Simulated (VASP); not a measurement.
The system is BAs.

```
B As
1.0
     0.00000    2.38890    2.38890
     2.38890    0.00000    2.38890
     2.38890    2.38890    0.00000
B As
1 1
Direct
  0.00000 0.00000 0.00000
  0.25000 0.25000 0.25000
```

The cell was built by a generator and needn't be a form met in nature.

Base run:

```yaml
Program: VASP 6.6.1
Functional: TB-mBJ
Potentials_or_basis: VASP PAW PBE potentials, release 64 (B, As)
Cutoff: 520 eV
k_mesh: 10 × 10 × 10
Occupations: gaussian, width 0.02 eV
Spin: no spin polarisation
```

Its results: band gap on the k mesh 1.76 eV, indirect (least direct gap 3.79 eV).

Problem. The run is repeated on the same cell with these changes: functional from TB-mBJ to LDA; potentials or basis from VASP PAW PBE potentials, release 64 (B, As) to VASP PAW LDA potentials, release 64 (B, As). What comes out?

Solution. Band gap on the k mesh 1.12 eV, indirect (least direct gap 3.25 eV).

A k mesh can miss the band edges.
